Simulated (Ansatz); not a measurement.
# HfO2: the cost of one run

Computed with Ansatz 0.2.0 (DFT PBE, scalar-relativistic, plane waves, PAW, unless a step's input says otherwise).

## Step 1: The system as given

It takes space group P2_1/c (No. 14, monoclinic). The conventional cell has a = 5.118 Å, b = 5.186 Å, c = 5.284 Å, α = 90.00°, β = 99.35°, γ = 90.00°. Around Hf (site symmetry 1) lie 7 O at 2.03 to 2.25 Å. O (site symmetry 1) has 4 Hf at 2.14 to 2.25 Å in its first shell of neighbours. O (site symmetry 1) is surrounded by 3 Hf at 2.03 to 2.12 Å.

As a file:

```
CELL_PARAMETERS angstrom
4.25934 -5.18570 5.21387
-4.25934 -5.18570 -5.21387
5.97666 5.18570 -5.21387
ATOMIC_POSITIONS crystal
Hf 0.11790 0.87615 0.03375
Hf 0.11790 0.37615 0.53375
Hf 0.61790 0.37615 0.03375
Hf 0.61790 0.87615 0.53375
Hf 0.59240 0.58415 0.71625
Hf 0.59240 0.08415 0.21625
Hf 0.09240 0.08415 0.71625
Hf 0.09240 0.58415 0.21625
Hf 0.38210 0.12385 0.46625
Hf 0.38210 0.62385 0.96625
Hf 0.88210 0.62385 0.46625
Hf 0.88210 0.12385 0.96625
Hf 0.90760 0.41585 0.78375
Hf 0.90760 0.91585 0.28375
Hf 0.40760 0.91585 0.78375
Hf 0.40760 0.41585 0.28375
O 0.34530 0.88090 0.98430
O 0.34530 0.38090 0.48430
O 0.84530 0.38090 0.98430
O 0.84530 0.88090 0.48430
O 0.14660 0.86100 0.26570
O 0.14660 0.36100 0.76570
O 0.64660 0.36100 0.26570
O 0.64660 0.86100 0.76570
O 0.15470 0.11910 0.51570
O 0.15470 0.61910 0.01570
O 0.65470 0.61910 0.51570
O 0.65470 0.11910 0.01570
O 0.35340 0.13900 0.23430
O 0.35340 0.63900 0.73430
O 0.85340 0.63900 0.23430
O 0.85340 0.13900 0.73430
O 0.87130 0.66085 0.86375
O 0.87130 0.16085 0.36375
O 0.37130 0.16085 0.86375
O 0.37130 0.66085 0.36375
O 0.54710 0.50755 0.88625
O 0.54710 0.00755 0.38625
O 0.04710 0.00755 0.88625
O 0.04710 0.50755 0.38625
O 0.62870 0.33915 0.63625
O 0.62870 0.83915 0.13625
O 0.12870 0.83915 0.63625
O 0.12870 0.33915 0.13625
O 0.95290 0.49245 0.61375
O 0.95290 0.99245 0.11375
O 0.45290 0.99245 0.61375
O 0.45290 0.49245 0.11375
```

The runs take a perfect supercell of 48 atoms; the defect goes to fractional position (0.345, 0.881, 0.984).

## Step 2: The perfect supercell

input.yaml reads:

```yaml
crystal:
  lattice:
    - [4.259337, -5.1857, 5.213867]
    - [-4.259337, -5.1857, -5.213867]
    - [5.976663, 5.1857, -5.213867]
  atoms:
    - { symbol: Hf, position: [0.1179, 0.87615, 0.03375] }
    - { symbol: Hf, position: [0.1179, 0.37615, 0.53375] }
    - { symbol: Hf, position: [0.6179, 0.37615, 0.03375] }
    - { symbol: Hf, position: [0.6179, 0.87615, 0.53375] }
    - { symbol: Hf, position: [0.5924, 0.58415, 0.71625] }
    - { symbol: Hf, position: [0.5924, 0.08415, 0.21625] }
    - { symbol: Hf, position: [0.0924, 0.08415, 0.71625] }
    - { symbol: Hf, position: [0.0924, 0.58415, 0.21625] }
    - { symbol: Hf, position: [0.3821, 0.12385, 0.46625] }
    - { symbol: Hf, position: [0.3821, 0.62385, 0.96625] }
    - { symbol: Hf, position: [0.8821, 0.62385, 0.46625] }
    - { symbol: Hf, position: [0.8821, 0.12385, 0.96625] }
    - { symbol: Hf, position: [0.9076, 0.41585, 0.78375] }
    - { symbol: Hf, position: [0.9076, 0.91585, 0.28375] }
    - { symbol: Hf, position: [0.4076, 0.91585, 0.78375] }
    - { symbol: Hf, position: [0.4076, 0.41585, 0.28375] }
    - { symbol: O, position: [0.3453, 0.8809, 0.9843] }
    - { symbol: O, position: [0.3453, 0.3809, 0.4843] }
    - { symbol: O, position: [0.8453, 0.3809, 0.9843] }
    - { symbol: O, position: [0.8453, 0.8809, 0.4843] }
    - { symbol: O, position: [0.1466, 0.861, 0.2657] }
    - { symbol: O, position: [0.1466, 0.361, 0.7657] }
    - { symbol: O, position: [0.6466, 0.361, 0.2657] }
    - { symbol: O, position: [0.6466, 0.861, 0.7657] }
    - { symbol: O, position: [0.1547, 0.1191, 0.5157] }
    - { symbol: O, position: [0.1547, 0.6191, 0.0157] }
    - { symbol: O, position: [0.6547, 0.6191, 0.5157] }
    - { symbol: O, position: [0.6547, 0.1191, 0.0157] }
    - { symbol: O, position: [0.3534, 0.139, 0.2343] }
    - { symbol: O, position: [0.3534, 0.639, 0.7343] }
    - { symbol: O, position: [0.8534, 0.639, 0.2343] }
    - { symbol: O, position: [0.8534, 0.139, 0.7343] }
    - { symbol: O, position: [0.8713, 0.66085, 0.86375] }
    - { symbol: O, position: [0.8713, 0.16085, 0.36375] }
    - { symbol: O, position: [0.3713, 0.16085, 0.86375] }
    - { symbol: O, position: [0.3713, 0.66085, 0.36375] }
    - { symbol: O, position: [0.5471, 0.50755, 0.88625] }
    - { symbol: O, position: [0.5471, 0.00755, 0.38625] }
    - { symbol: O, position: [0.0471, 0.00755, 0.88625] }
    - { symbol: O, position: [0.0471, 0.50755, 0.38625] }
    - { symbol: O, position: [0.6287, 0.33915, 0.63625] }
    - { symbol: O, position: [0.6287, 0.83915, 0.13625] }
    - { symbol: O, position: [0.1287, 0.83915, 0.63625] }
    - { symbol: O, position: [0.1287, 0.33915, 0.13625] }
    - { symbol: O, position: [0.9529, 0.49245, 0.61375] }
    - { symbol: O, position: [0.9529, 0.99245, 0.11375] }
    - { symbol: O, position: [0.4529, 0.99245, 0.61375] }
    - { symbol: O, position: [0.4529, 0.49245, 0.11375] }
basis:
  ecutwfc: 420
  fft_grid_basis: typed
kpoints:
  mp_grid: { grid: [2, 2, 2] }
hamiltonian:
  xc: pbe
  pseudopotentials: { kind: paw }
scf:
  occupations: { method: gaussian, width: 0.05 }
output:
  forces: true
  stress: false
  eigenvalues: true
  bader: false
  write_density: true
  volumetric_format: npy
```

Run with:

```
$ ansatz run input.yaml --threads 4 --pin off --max-ram 10240MiB --backend cpu --events-out ev --progress --plain --runs-dir out
```

What time and memory should one allow on 4 threads of Arm Neoverse N1, shared host?

About 59 s, with a peak of 3.9 GiB.
